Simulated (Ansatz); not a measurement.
Zone-centre phonons of CsH at 6 GPa: input and output

The calculation used DFT LDA, scalar-relativistic, plane waves, PAW in Ansatz.

Launched with:
```bash
ansatz run input.yaml --threads 1 --pin off --max-ram 3072MiB --backend cpu --events-out ev --progress --plain --runs-dir out
```

Input (bare energies are in eV):
```yaml
crystal:
  lattice:
    - [0.0, 2.7639078113, 2.7639078113]
    - [2.7639078113, 0.0, 2.7639078113]
    - [2.7639078113, 2.7639078113, 0.0]
  atoms:
    - { symbol: Cs, position: [0.0, 0.0, 0.0] }
    - { symbol: H, position: [0.5, 0.5, 0.5] }
basis:
  ecutwfc: 420
kpoints:
  mp_grid: { grid: [8, 8, 8] }
hamiltonian:
  xc: lda
scf:
  occupations: { method: fixed }
output:
  eigenvalues: true
phonons:
  method: dfpt
  dielectric: true
  rigid_motions: translations
  eigenvectors: true
```

Results section of the output:
```
--- Phonons (Γ-DFPT): 2 representative perturbations + reference, on 59 of 512 k-points (Σ response iterations 7) ---
  k mesh reduced under 8 symmetry operations, with k and −k counted as one. Each operation leaves every solved perturbation unchanged. A smaller set is not considered because the run solves the response ...
  ASR residual: 2.520e-5 → 0.000e0 eV/Å²; symmetrization residual: 2.243e-7 eV/Å²
  ASR residual per site (eV/Å²): 2.52e-5 8.12e-6
  Γ frequencies (cm⁻¹): 0.00 0.00 0.00 676.65 676.65 676.65
  ε∞ (high-frequency dielectric tensor):
        4.891736    -0.000000    -0.000000
       -0.000000     4.891736    -0.000000
       -0.000000    -0.000000     4.891736
  ε⁰ (static dielectric tensor: ions relaxed, cell fixed):
        8.926191     0.000000     0.000000
        0.000000     8.926191     0.000000
        0.000000     0.000000     8.926191
  ε⁰ − ε∞ (ionic part):
        4.034455     0.000000     0.000000
        0.000000     4.034455     0.000000
        0.000000     0.000000     4.034455
  softest optical mode at Γ: 676.65 cm⁻¹; the repairs (sum rule, projections) moved no ω² at Γ by more than (1.60 cm⁻¹)²
  Born effective charges Z* (e; rows j = field, columns β = displacement):
    site 0:
         1.25933    0.00000    0.00000
         0.00000    1.25933   -0.00000
         0.00000   -0.00000    1.25933
    site 1:
        -1.25933   -0.00000   -0.00000
        -0.00000   -1.25933    0.00000
        -0.00000    0.00000   -1.25933
  Z* charge neutrality: 9.555e-4 e pre-enforcement
  solved inside a basis spanned on kpoints, on 8×8×8 k-points, its susceptibility summed on 12×12×12: ε∞ is read to err by 1.5e-2, Z* by 1.1e-2 e (field_mesh: kpoints solves on kpoints); Z* is corrected for ...
  optical modes at Γ without the LO–TO term, one row a degenerate level:
      ω (cm⁻¹) modes IR ((D/Å)²/amu)
        676.65      3           109.7188
  optical modes at Γ + LO–TO along q̂ = [1.0000, 0.0000, 0.0000]:
      ω (cm⁻¹) modes IR ((D/Å)²/amu)
        676.65      2            73.1459
        914.05      1            36.5729
  optical modes at Γ + LO–TO along q̂ = [0.0000, 1.0000, 0.0000]:
      ω (cm⁻¹) modes IR ((D/Å)²/amu)
        676.65      2            73.1459
        914.05      1            36.5729
  optical modes at Γ + LO–TO along q̂ = [0.0000, 0.0000, 1.0000]:
      ω (cm⁻¹) modes IR ((D/Å)²/amu)
        676.65      2            73.1459
        914.05      1            36.5729
```

It took 22 s on 1 thread of Arm Neoverse V1, with other jobs on the host, peak memory 0.39 GiB.

Spin–orbit coupling is left out, which matters for heavy elements.